**Why does this four-bonded carbon crystal have a small gap only around Gamma?**

I have the band levels of a hypothetical carbon crystal along a path through its Brillouin zone, calculated with PBE. Every atom has four bonds, as in diamond, though the bond angles are far from ideal.

Kohn–Sham bands of carbon in space group Ia-3d (12 atoms per cell), calculated with Ansatz 0.2.0 using scalar-relativistic PBE without spin polarisation, PAW, a 420 eV plane-wave cutoff, an 8×8×8 k mesh and Gaussian smearing of 0.02 eV. The Fermi level is placed at midgap. Band distance is the length accumulated along the k path, with the factor 2π included.

```tsv
row	band distance (1/Å)	level b3 from the Fermi level (eV)	level b2 from the Fermi level (eV)	level b1 from the Fermi level (eV)	level a1 from the Fermi level (eV)	level a2 from the Fermi level (eV)
1	0.000	-0.965	-0.965	-0.965	0.965	5.236
2	0.243	-1.543	-1.116	-1.116	1.492	5.029
3	0.486	-2.599	-1.457	-1.457	2.674	4.593
4	0.729	-2.100	-1.834	-1.834	3.457	4.163
5	0.972	-2.135	-2.135	-1.992	3.591	3.834
6	1.215	-2.262	-2.262	-2.262	3.644	3.644
7	1.387	-2.458	-2.162	-2.162	3.684	3.684
8	1.559	-2.912	-2.171	-2.171	4.056	4.056
9	1.731	-3.279	-2.186	-2.186	4.240	4.240
10	1.902	-2.875	-2.128	-2.128	4.216	4.216
11	2.074	-2.679	-2.028	-2.028	4.298	4.298
12	2.246	-2.278	-2.015	-1.985	3.630	4.594
13	2.418	-2.011	-1.899	-1.710	2.793	5.115
14	2.590	-1.553	-1.402	-1.344	1.918	5.314
15	2.762	-1.197	-1.066	-1.059	1.231	5.252
16	2.933	-0.965	-0.965	-0.965	0.965	5.236
17	3.144	-1.254	-1.106	-1.106	1.351	5.320
18	3.354	-1.464	-1.455	-1.455	2.228	5.004
19	3.565	-1.713	-1.713	-1.580	3.007	4.127
20	3.775	-1.784	-1.784	-1.749	3.321	3.418
21	3.986	-2.071	-2.071	-2.071	3.361	3.361
22	4.196	-2.450	-2.450	-1.510	2.908	3.413
23	4.407	-2.683	-2.683	-2.273	3.125	3.546
24	4.617	-2.649	-2.649	-2.638	3.652	3.760
25	4.827	-2.335	-2.335	-2.277	3.613	3.846
26	5.038	-2.262	-2.262	-2.262	3.644	3.644
27	5.099	-2.281	-1.890	-1.890	3.247	3.247
28	5.220	-2.718	-1.653	-1.653	3.195	3.195
29	5.342	-2.873	-1.621	-1.621	3.364	3.364
30	5.463	-2.783	-1.776	-1.776	3.711	3.711
31	5.585	-2.696	-1.987	-1.987	4.154	4.154
```

Levels b1, b2 and b3 are the highest filled ones, counted downwards. Levels a1 and a2 are the lowest empty ones, counted upwards. Gamma is at rows 1 and 16, H at rows 6 and 26, N at row 11 and P at row 21.

The gap is below 2 eV at Gamma and more than 5 eV at H, N and P. What makes Gamma so different? Why do some stretches of the path show levels in exact pairs while others don't? And are the odd values in rows 4, 22 and 27 real?

**Answer**

**One level makes the small gap**

Look at Gamma and pass over level a1 for a moment. From the highest filled level up to a2 is 6.20 eV, much like the gaps of 5.4 to 6.3 eV at H, N and P. The gap is only 1.93 eV because one single empty level lies more than 4 eV below the next one. PBE usually makes gaps too small, so the true value for this structure is probably larger.

Going from Gamma to H, N or P, the gap opens from both sides. The rise of a1 supplies about two thirds to three quarters of the opening, and the fall of the highest filled level supplies the rest. The equal distances of the two edges from zero at Gamma have no physical meaning, because the zero was placed at midgap. The main question is therefore why a1 climbs so steeply away from Gamma.

**Why the level climbs**

A simpler system shows the principle: a straight row of equally spaced hydrogen atoms with one s orbital each. At zero wave vector all orbitals have the same sign, every neighbouring pair is bonding, and the energy is lowest. A finite wave vector turns the phase a little from each atom to the next. The bonding weakens and the energy rises.

The shape of level a1 near Gamma can be modelled in the same way, with the repeating cell of twelve atoms in place of the hydrogen atom. At Gamma its pattern is the same in every cell, and away from Gamma the phase turns from cell to cell. The comparison covers only how the energy responds to this turning. The pattern itself is not made of s orbitals. In the projected density of states from the same calculation, carbon 2p carries nearly all the weight between about 1 and 3 eV, where a1 is the only level, and carbon 2s almost none. The model needs only a single pattern that repeats from cell to cell, so it can be used for a p-type level too. It doesn't explain why this p-type level starts so low, and that part remains open.

The cells form a body-centred cubic lattice, so each has eight nearest neighbours. Let $L$ be the edge of the cube and $k_x, k_y, k_z$ the components of the wave vector. Adding the phase factors of the eight neighbours gives

$$E(\mathbf{k})-E(\Gamma)=W\left[1-\cos\frac{k_xL}{2}\cos\frac{k_yL}{2}\cos\frac{k_zL}{2}\right].$$

The constant $W$ is eight times the coupling to one neighbouring cell. Farther cells are neglected, and so is any mixing with other bands.

**One row predicts another**

Row 15 lies one fifth of the way from Gamma to N, and a1 has risen there by $1.231-0.965=0.266$ eV. At N two of the three angles in the formula reach 90°, so in row 15 they are 18° and the bracket is $1-\cos^2 18^\circ=0.096$. This gives $W\approx0.266/0.096\approx2.8$ eV, or about 0.35 eV for each neighbouring cell. This is a constant of the model, not a calculated coupling.

Now take row 18, which lies in another direction, two fifths of the way to P. All three angles are 36°, the bracket is $1-\cos^3 36^\circ=0.47$, and the predicted rise is $2.8\times0.47\approx1.3$ eV. The calculated rise is $2.228-0.965=1.263$ eV. Row 18 had no part in setting $W$.

Besides row 15, six rows away from Gamma have a1 still more than 1.5 eV below a2, and row 18 is one of them. With $W$ set by row 15 alone, the formula reproduces their rises with a root-mean-square error of 0.10 eV. The worst is row 3, on the way to H, where the prediction is 0.23 eV too high for a rise of 1.71 eV.

This success describes the shape of the band but doesn't prove its origin. A different picture, in which a1 and one filled level simply repel each other, does equally well once the constant of each formula is adjusted to the same seven rows. That picture has support of its own in the table: towards H, level b3 falls almost exactly as a1 rises, to −1.543 against 1.492 eV in row 2 and to −2.599 against 2.674 eV in row 3. Towards N and P the mirror is lost by the second step, so other levels must act on the filled side as well. How much of the curvature of a1 comes from this repulsion is something the table can't settle.

**A round valley above, a threefold top below**

Close to Gamma the formula depends only on the length of the wave vector. The valley should then be equally steep in every direction, and the first steps towards H, N and P agree: they give effective electron masses between 0.42 and 0.44 of the free-electron mass. A level that is single at Gamma in a cubic crystal has to start out this way.

The filled edge is different because three levels coincide there. Along a direction of high symmetry they no longer play equal parts. Towards H and P they split into a pair and a single level, and towards N all three separate. Judged by the first step, the one that falls fastest has a mass of about 0.39 towards H but 0.59 towards P. The second figure is not a true mass at Gamma. Cubic symmetry makes the summed curvature of the three levels the same in every direction, yet the inverse masses from these steps add up to about 3.9 towards H and only 3.4 towards P. A threefold top is expected to bend unevenly where a single level is round, but these steps are too long to say by how much.

The valley is also small. A sphere around Gamma that reaches out to row 14 fills less than 5 % of the zone, yet at that row a1 is already about 0.95 eV above its minimum. A sampling mesh that leaves out Gamma can therefore report a gap that is clearly too large. Even at row 15, the listed point of the path nearest to Gamma, the gap is $1.231+1.059=2.290$ eV.

**Where the single-band picture ends**

The formula treats a1 as if it were alone, which holds only while the next level is far away. Towards H, a2 comes down at every step and meets a1 at 3.644 eV. By row 4 the formula would already put the rising band above a2, while a1 has reached only 3.457 eV. The columns are sorted by energy, so they can't show whether the band bends over or another takes its place. The meeting at H itself is expected from symmetry: as at N, the glides discussed below allow no single level there. The formula, which knows of no second level, ends almost 3 eV too high at H.

At N the error has the opposite sign: the formula is about 0.5 eV too low. It expects the band to flatten there, but a1 is still rising on the last step, from 3.630 to 4.298 eV, while a2 falls to the same value. The two levels meet at N instead of turning away from each other.

The hydrogen row explains this too, if it is bent into a regular zigzag. The repeating cell now holds two atoms, but a glide, which is a reflection combined with a shift of half a cell, still turns each atom into the next. The atoms remain equivalent, so the original band is merely folded back at the zone boundary. Its two halves join there with a slope and without a gap. This crystal has glides of the same kind, and they make levels join at N, although its bands are not one simple band folded once.

**Why whole stretches are paired**

From H to N (rows 6 to 11) and from P towards N (rows 27 to 31), a1 equals a2 and b1 equals b2 to the last printed digit. Between N and Gamma (rows 12 to 15) the same levels are split. Yet rotations and reflections alone offer the same symmetry on all three lines, and they would allow single levels on each. The difference must come from the shifts that belong to the glides.

Carry out two such operations in one order and then in the other, and the results can differ by a whole lattice translation. For a wave of given $\mathbf{k}$, that translation is only a phase factor. On the line through Gamma the factor is $+1$, as it is at Gamma itself, and single levels are allowed. On the two boundary lines it is $-1$, so no single state can satisfy both operations, and each level needs a partner of equal energy.

The exact pairs depend on the crystal keeping its full symmetry. Hypothetical structures like this one are relaxed within the symmetry they start with, so these bands don't show whether the crystal would distort if it were free to. A distortion that removed the glides could split the pairs.

**The odd rows**

Row 22 is a real feature of the calculated bands. One step from P towards H, a1 dips from 3.361 to 2.908 eV while b1 rises from −2.071 to −1.510 eV. Levels that coincide at P can separate as soon as the path leaves it towards H. Levels that meet at a point can leave it with different slopes, as they do at N, so an extremum may lie beside P instead of at it. The steps are too coarse to measure such slopes or to locate the bottom of the dip. At row 22 the dip is still 1.94 eV above the minimum at Gamma, so it doesn't affect the gap.

The change from row 26 to row 27 is a break in the path. Row 26 is H, whereas row 27 is already next to P, and the drop of a1 between them is no property of a band. Row 27 should be compared with P in row 21 instead. After one short step the pair b1, b2 has risen from −2.071 to −1.890 eV and b3 has fallen to −2.281 eV, the same kind of parting as in row 22.

Row 4 shows what sorting by energy can hide. Level b3 falls to −2.599 eV in row 3 and is back at −2.100 eV in row 4. Either the falling band has turned round, or another has come up from below and taken its place in the column. The levels listed here can't decide between the two.

**Reading a similar band structure**

First ask whether the level at the band edge is single and how far away the next one is. If a conduction minimum at Gamma in a cubic crystal is a single, well-separated level, its valley is round, and one small step gives its curvature. Once the next level comes close, stop following the column as if it were one band. Then look for glides or screw axes, because they can force levels to meet where rotations and reflections alone would let them stay apart.
